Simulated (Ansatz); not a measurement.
We consider chalcopyrite CuInS2, described by r²SCAN (plane waves, PAW; Ansatz, an electronic-structure program).

Settings: plane-wave cutoff 560 eV, 10×10×10 k mesh, Fermi–Dirac smearing 0.01 eV, no spin polarisation, scalar-relativistic PAW data made under PBE.

Cell (measured lattice):

```
CuInS2
1.0
   -2.76139     2.76139     5.56647
    2.76139    -2.76139     5.56647
    2.76139     2.76139    -5.56647
In Cu S
2 2 4
Direct
  0.50000   0.50000   0.00000
  0.25000   0.75000   0.50000
  0.00000   0.00000   0.00000
  0.75000   0.25000   0.50000
  0.87500   0.89554   0.52054
  0.10446   0.62500   0.97946
  0.37500   0.35446   0.47946
  0.64554   0.12500   0.02054
```

**Question.** Predict the band gap.

**Answer.** 
band gap: 0.47 eV

Measured, for comparison: band gap 1.55 eV (temperature not stated, not corrected to a static lattice, direct or pseudo-direct at Γ; as tabulated in Ghosh et al. (2024), arXiv:2401.16805).

Note: cell and atoms aren't relaxed at this level (largest force component 0.42 eV/Å, pressure 0.5 GPa).

Spin–orbit coupling is not included.

The computed numbers hold no vibrational or temperature effects.

The result took around 3 core-minutes (rough).
